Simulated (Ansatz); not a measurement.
K (Im-3m): electronic heat capacity and spin susceptibility from the density of states

Theory: DFT PBE, scalar-relativistic, plane waves, PAW in Ansatz 0.2.0.

Cutoff 420 eV; k points 12×12×12 on the computed 1-atom cell (Γ-centred); Gaussian smearing, width 0.10 eV; no spin polarisation.

Relaxed cell: Im-3m, a = 5.282 Å, b = 5.282 Å, c = 5.282 Å, α = 90.00°, β = 90.00°, γ = 90.00°, 1 atom in the primitive cell.

The density of states at the Fermi level is 0.778 states/eV in the cell of 1 atom (1 formula unit; both spins, tetrahedra on a 18×18×18 mesh).

**Question.** What Sommerfeld coefficient and Pauli susceptibility does this give?

**Answer.** Per formula unit N(E_F) = 0.778 states/eV. γ = (π²/3) k_B² N(E_F) N_A = 2.357 mJ/(mol K²) per state/eV, so γ = 1.8 mJ/(mol K²), a mole of formula units. χ_P = μ_B² N(E_F) N_A = 3.23×10⁻⁵ emu/mol per state/eV gives 2.5×10⁻⁵ emu/mol. This is the bare band result: a measured γ of the same phase is as a rule larger by a factor 1 + λ from phonons and spin fluctuations, the spin part of χ is larger by the Stoner factor, and a measured χ also holds orbital and core terms. N(E_F) at one energy is sensitive to the mesh where the density of states has sharp peaks.